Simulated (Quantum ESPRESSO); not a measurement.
A calculation with Quantum ESPRESSO 7.5 of Cr (native input, structure typed inline):

pw.in

```
&CONTROL
  calculation = 'scf'
  prefix = 'pwscf'
  outdir = './tmp'
  pseudo_dir = './pseudo'
  tprnfor = .true.
  tstress = .true.
  disk_io = 'low'
/
&SYSTEM
  ibrav = 0
  celldm(1) = 8
  nat = 2
  ntyp = 1
  ecutwfc = 45
  ecutrho = 360
  nbnd = 24
  occupations = 'smearing'
  smearing = 'fd'
  degauss = 0.00367493
  nspin = 2
  starting_magnetization(1) = 0.2143
/
&ELECTRONS
  conv_thr = 4d-10
  electron_maxstep = 120
  mixing_beta = 0.3
/
ATOMIC_SPECIES
Cr    51.9961 cr_pbesol_v1.5.uspp.F.UPF
CELL_PARAMETERS alat
  0.6410895877793   0.0000000000000   0.0000000000000
 -0.3205447938896   0.5551998691254   0.0000000000000
  0.0000000000000   0.0000000000000   1.0417115262000
ATOMIC_POSITIONS crystal
Cr     0.6666666667    0.3333333333    0.7500000000
Cr     0.3333333333    0.6666666667    0.2500000000
K_POINTS automatic
11 11 6 0 0 0
```

The input pp_density.in:

```
&INPUTPP
  prefix = 'pwscf'
  outdir = './tmp'
  filplot = 'density.dat'
  plot_num = 0
/
&PLOT
  nfile = 1
  filepp(1) = 'density.dat'
  iflag = 3
  output_format = 6
  fileout = 'density.cube'
/
```

pp_potential.in

```
&INPUTPP
  prefix = 'pwscf'
  outdir = './tmp'
  filplot = 'potential.dat'
  plot_num = 11
/
&PLOT
  nfile = 1
  filepp(1) = 'potential.dat'
  iflag = 3
  output_format = 6
  fileout = 'potential.cube'
/
```

The input pp_spin.in:

```
&INPUTPP
  prefix = 'pwscf'
  outdir = './tmp'
  filplot = 'spin.dat'
  plot_num = 6
/
&PLOT
  nfile = 1
  filepp(1) = 'spin.dat'
  iflag = 3
  output_format = 6
  fileout = 'spin.cube'
/
```

Potentials or basis: GBRV 1.5 PBEsol.

Command:

```console
$ OMP_NUM_THREADS=1 mpirun -n 2 pw.x -nk 2 -in pw.in > pw.out
$ OMP_NUM_THREADS=1 mpirun -n 1 pp.x -in pp_density.in > pp_density.out
$ OMP_NUM_THREADS=1 mpirun -n 1 pp.x -in pp_potential.in > pp_potential.out
$ OMP_NUM_THREADS=1 mpirun -n 1 pp.x -in pp_spin.in > pp_spin.out
```

This isn't the form of Cr at room conditions, which is bcc.

Q: Write the same calculation in another form: ASE script, structure typed inline.

A: As run:

run.py

```python
import numpy as np
from ase.calculators.espresso import Espresso, EspressoProfile
from ase import Atoms

atoms = Atoms(['Cr', 'Cr'],
              cell=[[2.714, 0.0, 0.0], [-1.357, 2.3503929459, 0.0], [0.0, 0.0, 4.41]],
              scaled_positions=[[0.6666666667, 0.3333333333, 0.75], [0.3333333333, 0.6666666667, 0.25]],
              pbc=True)
atoms.set_initial_magnetic_moments([3.0, 3.0])

input_data = {
    'control': {'calculation': 'scf', 'prefix': 'pwscf', 'outdir': './tmp', 'tprnfor': True, 'tstress': True, 'disk_io': 'nowf'},
    'system': {'ecutwfc': 45.0, 'ecutrho': 360.0, 'nbnd': 24, 'occupations': 'smearing', 'smearing': 'fd', 'degauss': 0.00367493, 'nspin': 2},
    'electrons': {'conv_thr': 4e-10, 'electron_maxstep': 120, 'mixing_beta': 0.3},
}
pseudopotentials = {'Cr': 'cr_pbesol_v1.5.uspp.F.UPF'}
profile = EspressoProfile(command='mpirun -n 2 pw.x -nk 2', pseudo_dir='pseudo')
dft = Espresso(profile=profile, input_data=input_data, pseudopotentials=pseudopotentials, kpts=(11, 11, 6), koffset=(0, 0, 0))
atoms.calc = dft

print(f'energy {atoms.get_potential_energy():.8f} eV')
print('forces (eV/A)')
print(np.round(atoms.get_forces(), 6))
print('stress (eV/A^3, Voigt)')
print(np.round(atoms.get_stress(), 8))
print(f'Fermi level {dft.get_fermi_level():.4f} eV')
```

Potentials or basis: GBRV 1.5 PBEsol.

The run is started by

```sh
$ OMP_NUM_THREADS=1 python run.py
```

Both were run:

|  | native input, structure typed inline | ASE script, structure typed inline |
| --- | --- | --- |
| Pressure | -31.9 GPa | -31.9 GPa |
| Band gap on the k mesh | none (metal or under the smearing width) | none (metal or under the smearing width) |
| Net moment | 1.76 μB per cell | 1.76 μB per cell |
| Absolute moment | 1.76 μB per cell | 1.76 μB per cell |
| Site moments | Cr +0.81 μB | Cr +0.81 μB |
| Valence electrons inside the program's atomic spheres | Cr 12.54 | Cr 12.54 |

Keys that steer only the numerical path or the files written may differ.

Caveat: a pressure of tens of GPa on the cell as given is suspect, and the run, the potentials or the cell itself is likely at fault.
